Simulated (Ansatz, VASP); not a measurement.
## Pd in VASP and in Ansatz

```
CELL_PARAMETERS angstrom
0.00000 1.97347 1.97347
1.97347 0.00000 1.97347
1.97347 1.97347 0.00000
ATOMIC_POSITIONS crystal
Pd 0.00000 0.00000 0.00000
```

Alike in both runs: task single point; functional PBE; k mesh 8 × 8 × 8; occupations fermi-dirac, width 0.1 eV; no spin polarisation.

```csv
,VASP,Ansatz
version,VASP 6.6.1,Ansatz 0.2.0
potentials or method,"VASP PAW PBE potentials, release 64 (Pd)","plane waves (420 eV) with PAW, scalar-relativistic"
plane-wave cutoff (eV),520,420
valence electrons in the cell,10,18
```

VASP gave:

| Item | Value |
| --- | --- |
| pressure (GPa) | 0.1 |

**Question.** Which values does Ansatz return?

**Answer.** Pressure (GPa): 0.4.

With one functional, cell and mesh, what is left measures potentials, basis and numerics. The two sets of potentials don't hold the same shells in valence.
